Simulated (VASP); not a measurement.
Wanted: the native input for a VASP 6.6.1 run.

| Property | Result |
| --- | --- |
| Task | relaxation of cell and atoms |
| Functional | LDA |
| Potentials or basis | VASP PAW LDA potentials, release 64 (Zn, S) |
| Cutoff | 600 eV |
| k mesh | 7 × 7 × 4 |
| Occupations | gaussian, width 0.01 eV |
| Spin | no spin polarisation |
| Dipole correction | no |
| Further INCAR settings | ALGO = Fast; EDIFF = 1e-06; IBRION = 2; EDIFFG = -0.01; NSW = 80; ISIF = 3 |

The structure of ZnS (Wurtzite-2H) lies in POSCAR:

```
ZnS
1.0
    3.8110000000      0.0000000000      0.0000000000
   -1.9055000000      3.3004230000      0.0000000000
    0.0000000000      0.0000000000      6.2340000000
Zn S
2 2
Direct
    0.3333333333      0.6666666667      0.0000000000
    0.6666666667      0.3333333333      0.5000000000
    0.3333333333      0.6666666667      0.3850000000
    0.6666666667      0.3333333333      0.8850000000
```

One way to write it, as run:

INCAR

```
SYSTEM = ZnS
PREC     = Accurate       ! precision mode
ENCUT    = 600            ! plane-wave cutoff, eV
EDIFF    = 1E-6           ! SCF threshold, eV
ISMEAR   = 0              ! smearing method
SIGMA    = 0.01           ! smearing width, eV
LREAL    = .False.        ! projectors in reciprocal space
LASPH    = .True.         ! aspherical terms in the spheres
NELM     = 100            ! most SCF steps
ALGO     = Fast           ! electronic algorithm
ISIF     = 3              ! what is computed and relaxed
LWAVE    = .False.        ! write WAVECAR
LCHARG   = .False.        ! write CHGCAR
IBRION   = 2              ! ionic algorithm
NSW      = 80             ! ionic steps
EDIFFG   = -0.01          ! ionic threshold
```

KPOINTS

```
Automatic mesh
0
Gamma
  7 7 4
  0 0 0
```

Potentials or basis: VASP PAW LDA potentials, release 64 (Zn, S).

Command:

```sh
$ cat potpaw_LDA.64/Zn/POTCAR potpaw_LDA.64/S/POTCAR > POTCAR
$ mpirun -np 1 vasp_std > vasp.out
```

Results of the run:

- Relaxed volume: 18.64 Å³/atom
- Relaxed cell: a = 3.742 Å, b = 3.742 Å, c = 6.149 Å, α = 90.00°, β = 90.00°, γ = 120.00°
- Space group after relaxing (to 0.05 Å): P6_3mc (No. 186)
- Energy gained by relaxing: 17.1 meV/atom
- Ionic steps: 11
- Pressure after relaxing: 0.1 GPa
- Largest force after relaxing: 0.004 eV/Å
- Band gap on the k mesh: 2.21 eV, direct

Run time: 2.9 min on 1 thread of AMD EPYC 9R45 96-Core Processor (Zen 5), with other jobs on the host, peak memory 0.17 GiB.
